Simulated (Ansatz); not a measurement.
N:

```
N
1.0
     4.08406    0.00000    0.00000
     0.00000    4.08406    0.00000
     0.00000    0.00000    5.34591
N
4
Direct
  0.40428 0.59572 0.50000
  0.09572 0.09572 0.00000
  0.59572 0.40428 0.50000
  0.90428 0.90428 0.00000
```

Program: Ansatz 0.2.0. Alike in all runs: potentials or basis Ansatz PAW; no spin polarisation; cell as given.

Q: Order these runs on this cell by their band gap on the k mesh, lowest first.
A. level HSE06; k mesh 4 × 4 × 3; cutoff (eV) 420; smearing fermi-dirac 0.05 eV
B. level PBE0; k mesh 4 × 4 × 3; cutoff (eV) 420; smearing fermi-dirac 0.05 eV
C. level r2SCAN; k mesh 4 × 4 × 3; cutoff (eV) 500; smearing fermi-dirac 0.05 eV
D. level r2SCAN0; k mesh 4 × 4 × 3; cutoff (eV) 500; smearing fermi-dirac 0.05 eV
E. level PBEsol; k mesh 7 × 7 × 5; cutoff (eV) 420; smearing gaussian 0.02 eV

A: E (6.90 eV), C (7.60 eV), A (9.22 eV), B (10.03 eV), D (10.45 eV).

Caveats: odd divisions of the mesh miss points on the zone boundary, where band edges often lie, so the gap on the mesh can be too wide; forces of over 1 eV/Å show positions far from the minimum, so gaps and moduli don't describe the material at rest (some runs); the density of states is complete only up to the lowest level of the last band computed (some runs).

A k mesh can miss the band edges.

Not every run made on this cell is shown here.
